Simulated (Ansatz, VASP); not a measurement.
# One calculation of SrVO3, two programs

```
CELL_PARAMETERS angstrom
3.84090 0.00000 0.00000
0.00000 3.84090 0.00000
0.00000 0.00000 3.84090
ATOMIC_POSITIONS crystal
Sr 0.50000 0.50000 0.50000
V 0.00000 0.00000 0.00000
O 0.50000 0.00000 0.00000
O 0.00000 0.50000 0.00000
O 0.00000 0.00000 0.50000
```

Alike in both runs: task single point; functional PBE; k mesh 6 × 6 × 6; occupations gaussian, width 0.05 eV; collinear spin; Hubbard terms V d U = 3.25 eV.

```csv
,VASP,Ansatz
version,VASP 6.6.1,Ansatz 0.2.0
potentials or method,"VASP PAW PBE potentials, release 64 (Sr_sv, V_sv, O)","scalar-relativistic, plane waves, PAW"
plane-wave cutoff (eV),520,420
valence electrons in the cell,41,41
```

Ansatz gave:

| Property | Result |
| --- | --- |
| gap on the k mesh at the Fermi level (eV) | none |
| pressure (GPa) | 7.4 |
| largest component of the traceless stress (GPa) | 1.37 |
| net moment per atom (μB) | 0.20 |
| size of the moment on the site where the two differ most (μB) | 0.84 |

Question: Estimate VASP's values.

Answer: gap on the k mesh at the Fermi level (eV): none; pressure (GPa): 8.4; largest component of the traceless stress (GPa): 0.00; net moment per atom (μB): 0.20; size of the moment on the site where the two differ most (μB): 1.10.

Site moments also hang on the region over which each program counts them. The programs project onto different local orbitals, so the same U acts differently. A gap of «none» marks a metal or a gap that the smearing closes. Ansatz warned: «filled_band_counts_differ_across_k_points».

The state reached can hang on the start; a lower one may exist.
